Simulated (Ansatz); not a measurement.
**Σ5 (210) boundary in fcc Ag with S (substitutional): structure and resistance**

Aim: the relaxed structure and the specific resistance of the Σ5 (210) boundary in fcc Ag with S (substitutional).

Calculated with Ansatz 0.2.0; Ansatz plane-wave DFT, PBE, PAW files; relaxation of a bicrystal slab with its lowest layers held; PAW set soft_1, in the first sound run; inputs show where later runs differ.

## Step 1: The structure

The cell holds 21 atoms: 20 Ag and 1 S. Cell: a = 5.005 Å, b = 4.086 Å, c = 30.188 Å, α = 90.0°, β = 90.0°, γ = 65.9°. It derives from Ag. built on the (2 1 0) plane; 2 overlapping atoms removed and the grains opened by 0 Å. Vacuum lies along c.

## Step 2: Relaxing the bicrystal

The boundary is built by mirroring the lower grain in the boundary plane and removing any atoms that overlap; then the S is put in at the boundary. A thin bicrystal slab is relaxed first, with the lowest layers held and the upper grain free to shift and open.

Input file input.yaml:

```yaml
crystal:
  lattice:
    - [5.0045524935, 0.0, 0.0]
    - [1.6681841645, 3.7301731908, 0.0]
    - [0.0, 0.0, 30.187744037]
  atoms:
    - { symbol: Ag, position: [0.6000000001, 0.6999999999, 0.165630131] }
    - { symbol: Ag, position: [0.2000000001, 0.3999999999, 0.1958974506] }
    - { symbol: Ag, position: [0.8000000001, 0.0999999999, 0.2261647702] }
    - { symbol: Ag, position: [0.4000000001, 0.7999999999, 0.2564320898] }
    - { symbol: Ag, position: [1.0e-10, 0.4999999999, 0.2866994094] }
    - { symbol: Ag, position: [0.6000000001, 0.2, 0.3169667291] }
    - { symbol: Ag, position: [0.2, 0.9, 0.3472340487] }
    - { symbol: Ag, position: [0.8, 0.6, 0.3775013683] }
    - { symbol: Ag, position: [0.4, 0.3, 0.4077686879] }
    - { symbol: S, position: [0.0, 0.0, 0.4380360075] }
    - { symbol: Ag, position: [0.8, 0.6, 0.4985706467] }
    - { symbol: Ag, position: [0.2, 0.9, 0.5288379663] }
    - { symbol: Ag, position: [0.6000000001, 0.2, 0.5591052859] }
    - { symbol: Ag, position: [1.0e-10, 0.4999999999, 0.5893726055] }
    - { symbol: Ag, position: [0.4000000001, 0.7999999999, 0.6196399251] }
    - { symbol: Ag, position: [0.8000000001, 0.0999999999, 0.6499072447] }
    - { symbol: Ag, position: [0.2000000001, 0.3999999999, 0.6801745643] }
    - { symbol: Ag, position: [0.6000000001, 0.6999999999, 0.710441884] }
    - { symbol: Ag, position: [1.0e-10, 0.9999999999, 0.7407092036] }
    - { symbol: Ag, position: [0.4000000001, 0.2999999999, 0.7709765232] }
    - { symbol: Ag, position: [0.8000000002, 0.5999999999, 0.8012438428] }
kpoints:
  mp_grid: { grid: [6, 6, 1] }
hamiltonian:
  xc: pbe
  pseudopotentials: { kind: paw, azcp: { folder: soft_1 } }
scf:
  occupations: { method: fermi_dirac, width: 0.1 }
relax:
  f_tol: 0.03
  max_steps: 80
  constraints: [{ sites: [0, 1, 2, 3] }]
```

The run is started by

```sh
$ ansatz run input.yaml --threads 4 --pin off --max-ram 15360MiB --backend cpu --events-out ev --progress --plain --runs-dir out
```

Numbers of over 12 decimals in the logs are rounded to 6 here.

The log of the run:

```text
Engine: ansatz 0.2.0, aarch64-unknown-linux-gnu
Pseudopotentials: kind: paw
Pseudopotential: Ag, paw, valence charge 19, recommended cutoff 420 eV (normal), soft_1/Ag.paw.azcp
Pseudopotential: S, paw, valence charge 6, recommended cutoff 420 eV (normal), soft_1/S.paw.azcp
Functional definition: PBE
  parameter kappa = 0.804
  parameter beta = 0.066725
  exchange = pbe_x(kappa = kappa, mu = beta*pi^2/3)
  correlation = pbe_c(beta = beta)
Crystal: 21 atoms, lattice volume = 563.540 Å³
Basis set: ecut = 420 eV, 11077 PW (Γ), exchange–correlation on 72×60×432 points (8 copies of the dense FFT grid, shifted against one another)
Bands: 232, of which v1, the nominal top of the filled ones, is band 193 counted from 1 (192 counted from 0)
Symmetry: 2 space group operations
Space group: Cm (ITA 8), of the structure as read, at distance tolerance 8.3e-5 Å
k-points: 13 of 36 (time reversal used)
Non-local potential: Ag, projectors of the file, l = 0: 3, l = 1: 2, l = 2: 2, l = 3: 1
Non-local potential: S, projectors of the file, l = 0: 2, l = 1: 2, l = 2: 1
PAW form: soft (Blöchl's): semilocal exchange-correlation on the pseudo side does not see the compensation charge
PAW one-centre angular grid: Ag, 590 points (default); XC on 64 Gauss nodes
PAW one-centre angular grid: S, 110 points (default); XC on 64 Gauss nodes
Initial density: superposition of atomic densities (neutral atoms: chi_scale 0, normalization atom)
Initial wavefunctions: pseudopotential atomic-orbital guess
Functional: x = pbe(κ = 0.804, μ = 0.219515), c = pbe(β = 0.066725)
SCF iter   1: F=—  HF=-152716.229180 eV  |F-HF|=—  |Δ(HF+E_count)|=         —  Δρ=5.12e-2  dr2=2.00e1  ethr=3.10e-3  ⟨swp⟩=6.5  Hψ=11499  notcnv=0  defer=117
preconditioner: auto → LDOS  [metal: Δε(μ)=0.037 eV  Ē_g=9.079 eV  σ=0.100 eV  W_gap=0.09  n_scr=142 (ndim 8)  ℏωp=23.5 eV  f_vac=0.314  D(μ)=6.52/eV (n_scr^D=22)  β→1.0]
SCF iter   2: F=—  HF=-152718.544695 eV  |F-HF|=—  |Δ(HF+E_count)|=    2.32e0  Δρ=7.00e-2  dr2=2.29e1  ethr=3.10e-3  ⟨swp⟩=3.0  Hψ=6399  notcnv=0  defer=320
SCF iter   3: F=—  HF=-152711.512669 eV  |F-HF|=—  |Δ(HF+E_count)|=    7.03e0  Δρ=8.38e-3  dr2=2.95e-1  ethr=3.10e-3  ⟨swp⟩=2.5  Hψ=5590  notcnv=0  defer=328
SCF iter   4: F=—  HF=-152711.479225 eV  |F-HF|=—  |Δ(HF+E_count)|=   3.34e-2  Δρ=1.64e-3  dr2=1.32e-2  ethr=7.64e-5  ⟨swp⟩=2.1  Hψ=5974  notcnv=0  defer=324
SCF iter   5: F=—  HF=-152711.477868 eV  |F-HF|=—  |Δ(HF+E_count)|=   1.36e-3  Δρ=7.81e-4  dr2=2.87e-3  ethr=3.43e-6  ⟨swp⟩=2.5  Hψ=5378  notcnv=0  defer=324
SCF iter   6: F=—  HF=-152711.477717 eV  |F-HF|=—  |Δ(HF+E_count)|=   1.51e-4  Δρ=1.81e-4  dr2=1.57e-4  ethr=7.42e-7  ⟨swp⟩=2.1  Hψ=4144  notcnv=0  defer=324
SCF iter   7: F=—  HF=-152711.477799 eV  |F-HF|=—  |Δ(HF+E_count)|=   8.13e-5  Δρ=9.30e-5  dr2=5.17e-5  ethr=4.06e-8  ⟨swp⟩=2.1  Hψ=5238  notcnv=0  defer=324
SCF iter   8: F=-152711.477795 eV  HF=-152711.477796 eV  |F-HF|=1.02e-6  |Δ(HF+E_count)|=   2.94e-6  Δρ=1.76e-5  dr2=2.14e-6  ethr=5.83e-9  ⟨swp⟩=4.0  Hψ=9546  notcnv=0
SCF 1 converged in 8 iterations: F = -152711.477795 eV  dr2 = 2.14e-6
  greatest PAW one-centre occupation: 1.001 electrons in one spin orbital (limit 2), on the Ag atom at site 5 (counted from 0), in its partial waves of l = 0
relax step   1: F+E_penalty+E_count = -152711.47779466 eV  Δ(F+E_penalty+E_count) = +0.000e0 eV  max|allowed force component| = 4.409e-1 eV/Å  Δτ_max = 0.0000 Å  (8 SCF iters, dr2 threshold 2.25e-5 eV, accepted)
Initial density: handed on by an earlier stage of this run
Initial wavefunctions: those handed on with the density
iter 1 solved again at ethr=6.71e-5 eV; its pass at ethr=3.10e-3 eV (dr2=2.59e-1 eV) is discarded
SCF iter   1: F=—  HF=-152711.761328 eV  |F-HF|=—  |Δ(HF+E_count)|=         —  Δρ=4.33e-3  dr2=2.34e-1  ethr=6.71e-5  ⟨swp⟩=2.0  Hψ=11244  notcnv=0  defer=313
preconditioner: auto → LDOS  [metal: Δε(μ)=0.008 eV  Ē_g=9.399 eV  σ=0.100 eV  W_gap=0.02  n_scr=142 (ndim 8)  ℏωp=23.5 eV  f_vac=0.307  D(μ)=5.86/eV (n_scr^D=12)  β→1.0]
SCF iter   2: F=—  HF=-152711.756381 eV  |F-HF|=—  |Δ(HF+E_count)|=   4.95e-3  Δρ=3.54e-3  dr2=1.62e-1  ethr=6.07e-5  ⟨swp⟩=2.1  Hψ=4791  notcnv=0  defer=313
SCF iter   3: F=—  HF=-152711.723207 eV  |F-HF|=—  |Δ(HF+E_count)|=   3.32e-2  Δρ=5.14e-4  dr2=2.01e-3  ethr=4.19e-5  ⟨swp⟩=2.2  Hψ=4579  notcnv=0  defer=316
SCF iter   4: F=—  HF=-152711.722973 eV  |F-HF|=—  |Δ(HF+E_count)|=   2.35e-4  Δρ=3.57e-4  dr2=7.14e-4  ethr=5.20e-7  ⟨swp⟩=2.8  Hψ=5928  notcnv=0  defer=322
SCF iter   5: F=—  HF=-152711.722792 eV  |F-HF|=—  |Δ(HF+E_count)|=   1.80e-4  Δρ=4.64e-5  dr2=2.73e-5  ethr=1.85e-7  ⟨swp⟩=2.2  Hψ=5009  notcnv=0  defer=322
SCF iter   6: F=-152711.722791 eV  HF=-152711.722791 eV  |F-HF|=7.03e-7  |Δ(HF+E_count)|=   8.28e-7  Δρ=1.54e-5  dr2=1.83e-6  ethr=3.15e-9  ⟨swp⟩=4.5  Hψ=9401  notcnv=0
SCF 2 converged in 6 iterations: F = -152711.722791 eV  dr2 = 1.83e-6
relax step   2: F+E_penalty+E_count = -152711.72279075 eV  Δ(F+E_penalty+E_count) = -2.450e-1 eV  max|allowed force component| = 2.060e-1 eV/Å  Δτ_max = 0.1967 Å  (6 SCF iters, dr2 threshold 1.21e-5 eV, accepted)
SCF iter   1: F=—  HF=-152711.772291 eV  |F-HF|=—  |Δ(HF+E_count)|=         —  Δρ=2.72e-3  dr2=6.50e-2  ethr=2.09e-4  ⟨swp⟩=4.3  Hψ=6303  notcnv=0  defer=301
preconditioner: auto → LDOS  [metal: Δε(μ)=0.009 eV  Ē_g=9.398 eV  σ=0.100 eV  W_gap=0.02  n_scr=142 (ndim 8)  ℏωp=23.5 eV  f_vac=0.307  D(μ)=5.86/eV (n_scr^D=12)  β→1.0]
SCF iter   2: F=—  HF=-152711.766930 eV  |F-HF|=—  |Δ(HF+E_count)|=   5.36e-3  Δρ=2.15e-3  dr2=4.90e-2  ethr=1.68e-5  ⟨swp⟩=2.5  Hψ=6454  notcnv=0  defer=313
SCF iter   3: F=—  HF=-152711.756539 eV  |F-HF|=—  |Δ(HF+E_count)|=   1.04e-2  Δρ=3.13e-4  dr2=1.24e-3  ethr=1.27e-5  ⟨swp⟩=2.1  Hψ=4181  notcnv=0  defer=313
SCF iter   4: F=—  HF=-152711.756427 eV  |F-HF|=—  |Δ(HF+E_count)|=   1.12e-4  Δρ=2.45e-4  dr2=3.41e-4  ethr=3.22e-7  ⟨swp⟩=2.2  Hψ=5038  notcnv=0  defer=306
SCF iter   5: F=—  HF=-152711.756350 eV  |F-HF|=—  |Δ(HF+E_count)|=   7.66e-5  Δρ=5.26e-5  dr2=1.72e-5  ethr=8.82e-8  ⟨swp⟩=2.0  Hψ=5009  notcnv=0  defer=306
SCF iter   6: F=-152711.756347 eV  HF=-152711.756347 eV  |F-HF|=9.07e-8  |Δ(HF+E_count)|=   3.46e-6  Δρ=7.70e-6  dr2=4.49e-7  ethr=6.87e-10  ⟨swp⟩=5.0  Hψ=10836  notcnv=0
SCF 3 converged in 6 iterations: F = -152711.756347 eV  dr2 = 4.49e-7
  greatest PAW one-centre occupation: 1.001 electrons in one spin orbital (limit 2), on the Ag atom at site 14 (counted from 0), in its partial waves of l = 0
relax step   3: F+E_penalty+E_count = -152711.75634693 eV  Δ(F+E_penalty+E_count) = -3.356e-2 eV  max|allowed force component| = 5.991e-2 eV/Å  Δτ_max = 0.1014 Å  (6 SCF iters, dr2 threshold 2.65e-6 eV, accepted)
[...]
relax step   4: F+E_penalty+E_count = -152711.76606514 eV  Δ(F+E_penalty+E_count) = -9.718e-3 eV  max|allowed force component| = 3.133e-2 eV/Å  Δτ_max = 0.0720 Å  (8 SCF iters, accepted)
[...]
relax step   5: F+E_penalty+E_count = -152711.77189219 eV  Δ(F+E_penalty+E_count) = -5.827e-3 eV  max|allowed force component| = 2.857e-2 eV/Å  Δτ_max = 0.1065 Å  (7 SCF iters, accepted)
[...]
relax step   6: F+E_penalty+E_count = -152711.77521909 eV  Δ(F+E_penalty+E_count) = -3.327e-3 eV  max|allowed force component| = 2.648e-2 eV/Å  Δτ_max = 0.0854 Å  (7 SCF iters, accepted)
[...]
relax step   7: F+E_penalty+E_count = -152711.77916654 eV  Δ(F+E_penalty+E_count) = -3.947e-3 eV  max|allowed force component| = 2.329e-2 eV/Å  Δτ_max = 0.1584 Å  (8 SCF iters, accepted)
SCF iter   1: F=—  HF=-152711.793272 eV  |F-HF|=—  |Δ(HF+E_count)|=         —  Δρ=2.41e-3  dr2=3.87e-2  ethr=9.23e-5  ⟨swp⟩=4.4  Hψ=6434  notcnv=0  defer=292
preconditioner: auto → LDOS  [metal: Δε(μ)=0.009 eV  Ē_g=9.415 eV  σ=0.100 eV  W_gap=0.02  n_scr=142 (ndim 8)  ℏωp=23.5 eV  f_vac=0.309  D(μ)=5.70/eV (n_scr^D=12)  β→1.0]
SCF iter   2: F=—  HF=-152711.787277 eV  |F-HF|=—  |Δ(HF+E_count)|=   5.99e-3  Δρ=1.81e-3  dr2=2.18e-2  ethr=1.00e-5  ⟨swp⟩=2.0  Hψ=5725  notcnv=0  defer=298
SCF iter   3: F=—  HF=-152711.780255 eV  |F-HF|=—  |Δ(HF+E_count)|=   7.02e-3  Δρ=1.65e-4  dr2=9.27e-4  ethr=5.64e-6  ⟨swp⟩=2.0  Hψ=4932  notcnv=0  defer=298
SCF iter   4: F=—  HF=-152711.780211 eV  |F-HF|=—  |Δ(HF+E_count)|=   4.42e-5  Δρ=9.91e-5  dr2=1.05e-4  ethr=2.40e-7  ⟨swp⟩=2.0  Hψ=4165  notcnv=0  defer=298
SCF iter   5: F=—  HF=-152711.780194 eV  |F-HF|=—  |Δ(HF+E_count)|=   1.67e-5  Δρ=7.38e-5  dr2=2.64e-5  ethr=2.73e-8  ⟨swp⟩=2.1  Hψ=4410  notcnv=0  defer=298
SCF iter   6: F=—  HF=-152711.780185 eV  |F-HF|=—  |Δ(HF+E_count)|=   9.84e-6  Δρ=1.43e-5  dr2=9.77e-7  ethr=6.83e-9  ⟨swp⟩=2.0  Hψ=4456  notcnv=0  defer=298
SCF iter   7: F=—  HF=-152711.780184 eV  |F-HF|=—  |Δ(HF+E_count)|=   2.96e-7  Δρ=3.25e-6  dr2=1.23e-7  ethr=2.53e-10  ⟨swp⟩=2.0  Hψ=4459  notcnv=0  defer=298
SCF iter   8: F=-152711.780184 eV  HF=-152711.780184 eV  |F-HF|=1.41e-8  |Δ(HF+E_count)|=   6.58e-9  Δρ=9.19e-7  dr2=1.90e-8  ethr=2.59e-11  ⟨swp⟩=4.0  Hψ=9464  notcnv=0
SCF 8 converged in 8 iterations: F = -152711.780184 eV  dr2 = 1.90e-8
relax step   8: F+E_penalty+E_count = -152711.78018426 eV  Δ(F+E_penalty+E_count) = -1.018e-3 eV  max|allowed force component| = 8.293e-3 eV/Å  Δτ_max = 0.0608 Å  (8 SCF iters, accepted)
SCF converged after 8 iterations
Free energy (F): -152711.780184 eV
Harris-Foulkes:  -152711.780184 eV  (|F-HF|=1.41e-8)
Internal energy: -152711.594852 eV  (E = F + TS)
E sigma→0 (E₀):  -152711.687518 eV
Entropy (-TS):   -0.185332 eV (-8.825 meV/atom)
Fermi energy:    9.177919 eV
--- Per-component energies (eV) ---
  E_band       = -7709.118246
  E_kinetic    = 9455.552097
  E_local      = -403604.741082  (includes V_loc(G=0)·N_el)
  E_nonlocal   = 673.679017
  E_hartree    = 199943.814228
  E_xc         = -3261.198199
  E_vxc        = -4096.730629  (∫ρ·V_xc dr)
  E_paw        = -79723.763335  (= ΣΔE_a)
  E_vpaw       = -10024.499977  (= ΣTr[D̂ρ^β])
  E_aug_tail   = 0.007633  (compensation charges beyond the density's cutoff)
  E_ewald      = 123805.054789
  E_smearing   = -0.185332  (= −TS)
  E_closure    = 0.000000  (closes the sum)
  Σ components = -152711.780184   (vs F -152711.780184, Δ=0.00e0)
--- Forces (eV/Å), atoms counted from 1 ---
  atom   1  Ag    -0.00637922     0.00285288     0.17497324
  atom   2  Ag    -0.05005966     0.02238736    -0.14322051
  atom   3  Ag     0.04258550    -0.01904481    -0.15430346
  atom   4  Ag     0.02190561    -0.00979649     0.10559519
  atom   5  Ag     0.00050554    -0.00022608     0.00321779
  atom   6  Ag     0.00007323    -0.00003275     0.00451433
  atom   7  Ag    -0.00084765     0.00037908     0.00008933
  atom   8  Ag    -0.00829345     0.00370895    -0.00176566
  atom   9  Ag    -0.00115649     0.00051720     0.00692671
  atom  10  S     -0.00116643     0.00052164     0.00373871
  atom  11  Ag     0.00494805    -0.00221284    -0.00371317
  atom  12  Ag     0.00427046    -0.00190981    -0.00424749
  atom  13  Ag    -0.00189639     0.00084809     0.00210932
  atom  14  Ag     0.00018622    -0.00008328     0.00263433
  atom  15  Ag     0.00020134    -0.00009004    -0.00140906
  atom  16  Ag     0.00023208    -0.00010379     0.00182315
  atom  17  Ag    -0.00129613     0.00057965    -0.00150231
  atom  18  Ag    -0.00185097     0.00082778    -0.00176018
  atom  19  Ag     0.00028479    -0.00012736     0.00355075
  atom  20  Ag    -0.00072406     0.00032381     0.00322037
  atom  21  Ag    -0.00150953     0.00067508    -0.00047158
  max |Σ_I F_I| component: 1.28e-5 eV/Å
--- Relaxed structure (8 steps of the walk, 8 accepted, 0 SCFs on fresh bases) ---
  F+E_penalty+E_count = -152711.78018426 eV   max|allowed force component| = 8.293e-3 eV/Å
  atoms:
    - { symbol: Ag, position: [0.600000, 0.69999999995, 0.165630131] }
    - { symbol: Ag, position: [0.200000, 0.39999999995, 0.195897] }
    - { symbol: Ag, position: [0.8000000001, 0.100000, 0.226165] }
    - { symbol: Ag, position: [0.400000, 0.800000, 0.256432] }
    - { symbol: Ag, position: [0.00290447, 0.498548, 0.289020] }
    - { symbol: Ag, position: [0.609024, 0.195488, 0.320235] }
    - { symbol: Ag, position: [0.221733, 0.889133, 0.350180] }
    - { symbol: Ag, position: [0.821188, 0.589406, 0.382322] }
    - { symbol: Ag, position: [0.409539, 0.295230, 0.416002] }
    - { symbol: S, position: [-0.046068, 0.023034, 0.443682] }
    - { symbol: Ag, position: [0.701920, 0.649040, 0.489675] }
    - { symbol: Ag, position: [0.118749, 0.940625, 0.524473] }
    - { symbol: Ag, position: [0.510046, 0.244977, 0.552537] }
    - { symbol: Ag, position: [-0.100197, 0.550098, 0.584581] }
    - { symbol: Ag, position: [0.302072, 0.848964, 0.615598] }
    - { symbol: Ag, position: [0.699274, 0.150363, 0.647820] }
    - { symbol: Ag, position: [0.093415, 0.453293, 0.678061] }
    - { symbol: Ag, position: [0.490866, 0.754567, 0.709070] }
    - { symbol: Ag, position: [-0.104200, 1.052100, 0.742557] }
    - { symbol: Ag, position: [0.286026, 0.356987, 0.772320] }
    - { symbol: Ag, position: [0.678962, 0.660519, 0.799043] }
```

Elapsed: 7 min, on 4 threads of Arm Neoverse V1, shared host; peak memory 3 GiB; 27 min of CPU time.

Relaxation path:

```
step  energy less that of the first step (eV)  largest force component (eV/Å)
   1                                   0.0000                          0.4409
   2                                  -0.2450                          0.2060
   3                                  -0.2786                          0.0599
   4                                  -0.2883                          0.0313
   5                                  -0.2941                          0.0286
   6                                  -0.2974                          0.0265
   7                                  -0.3014                          0.0233
   8                                  -0.3024                          0.0083
```

The run keeps the 2 symmetry operations that it works with, so distortions that break them were not tested.

The atoms that moved most (Å):

```
atom      dx     dy      dz  length
Ag21  -0.505  0.226  -0.066   0.557
Ag11  -0.409  0.183  -0.269   0.522
Ag20  -0.475  0.213   0.041   0.522
Ag18  -0.455  0.204  -0.041   0.500
Ag17  -0.445  0.199  -0.064   0.491
Ag14  -0.418  0.187  -0.145   0.480
Ag19  -0.435  0.194   0.056   0.479
Ag16  -0.420  0.188  -0.063   0.464
```

This step gave:

```yaml
free_energy: -152711.7802 eV
energy_at_zero_smearing: -152711.6875 eV
fermi_energy: 9.178 eV
```

The largest force component on a free atom ends at 0.0083 eV/Å, under the tolerance of 0.03, after 8 steps.

(Continued in part 2 of 2.)

[Logs are printed without paths, hosts, clocks, repeated set-up lines and the standing remarks that a program may print on its own settings, such as how far it seeks lower states.]

[Hosts, paths, dates, database ids (printed as entryN), source tags and the programs' standing remarks are cut or masked in the printed files.]
